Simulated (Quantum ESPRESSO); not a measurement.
A run of Quantum ESPRESSO 7.5 is set up as follows.

pw.in

```
&CONTROL
  calculation = 'scf'
  prefix = 'pwscf'
  outdir = './tmp'
  pseudo_dir = './pseudo'
  tprnfor = .true.
  tstress = .true.
  disk_io = 'nowf'
/
&SYSTEM
  ibrav = 0
  nat = 6
  ntyp = 2
  ecutwfc = 60
  ecutrho = 440
  nbnd = 33
  occupations = 'smearing'
  smearing = 'fd'
  degauss = 0.00367493
/
&ELECTRONS
  conv_thr = 1.2d-09
  electron_maxstep = 120
  mixing_beta = 0.5
/
ATOMIC_SPECIES
Hf   178.4900 Hf-sp.oncvpsp.upf
O     15.9990 O.pbe-n-kjpaw_psl.0.1.UPF
CELL_PARAMETERS angstrom
   3.5580193300    0.0000000000    0.0000000000
   0.0000000000    3.5580193300    0.0000000000
   0.0000000000    0.0000000000    5.1718612100
ATOMIC_POSITIONS crystal
Hf     0.0020750000    0.0102890000    0.0108770000
Hf     0.5131150000    0.5031010000    0.4943820000
O     -0.0122120000    0.5071510000    0.1961360000
O      0.5020780000   -0.0046630000    0.2965140000
O      0.4937540000    0.0021230000    0.8100330000
O     -0.0032490000    0.4955920000    0.6916280000
K_POINTS automatic
8 8 5 0 0 0
```

Potentials or basis: SSSP 1.3 efficiency PBE.

The run is started by

```bash
$ OMP_NUM_THREADS=1 pw.x -in pw.in > pw.out
```

Q: Predict the largest force.

A: 1.584 eV/Å.

Q: What does it give for the pressure?

A: 9.3 GPa.

Q: What does it give for the band gap on the k mesh?

A: 4.58 eV, indirect (least direct gap 4.66 eV).

Forces on the atoms (eV/Å):
```
Hf  -0.305 -0.117 -1.550
Hf  -0.546 -0.291  1.065
O    0.218 -0.200  0.391
O   -0.279  0.657  0.440
O    0.425 -0.104 -0.462
O    0.488  0.056  0.116
```

Caveat: spin-orbit coupling is left out, which moves the levels of the heavy elements; an odd mesh through Γ misses points on the zone boundary, where band edges often lie.
